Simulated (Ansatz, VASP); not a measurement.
## ZnO (k07) in VASP and in Ansatz

```
Zn O
1.0
     3.34380    0.00000    0.00000
    -1.67190    2.89582    0.00000
     0.00000    0.00000    5.39757
Zn O
2 2
Direct
  0.33333 0.66667 0.49997
  0.66667 0.33333 0.99997
  0.66667 0.33333 0.37904
  0.33333 0.66667 0.87904
```

Alike in both runs: functional PBE; k mesh 15 × 15 × 8; occupations gaussian, width 0.02 eV; no spin polarisation.

Ansatz relaxed the structure, and its values are those at the end. VASP's run is a single point on that final structure, the one shown.

|  | VASP | Ansatz |
| --- | --- | --- |
| version | VASP 6.6.1 | Ansatz 0.2.0 |
| potentials or method | VASP PAW PBE potentials, release 64 (Zn, O) | scalar-relativistic, plane waves, PAW |
| plane-wave cutoff (eV) | 520 | 420 |
| valence electrons in the cell | 36 | 36 |

|  | VASP | Ansatz | Ansatz less VASP |
| --- | --- | --- | --- |
| gap on the k mesh at the Fermi level (eV) | 0.64 | 0.66 | +0.016 |
| least direct gap on the mesh (eV) | 0.64 | 0.66 | +0.016 |
| pressure (GPa) | -5.9 | -6.6 | -0.71 |

With one functional, cell and mesh, what is left measures potentials, basis and numerics.

Caveats: an odd mesh through Γ misses points on the zone boundary, where band edges often lie. PBE gaps usually lie below the measured ones, often by a third to a half.
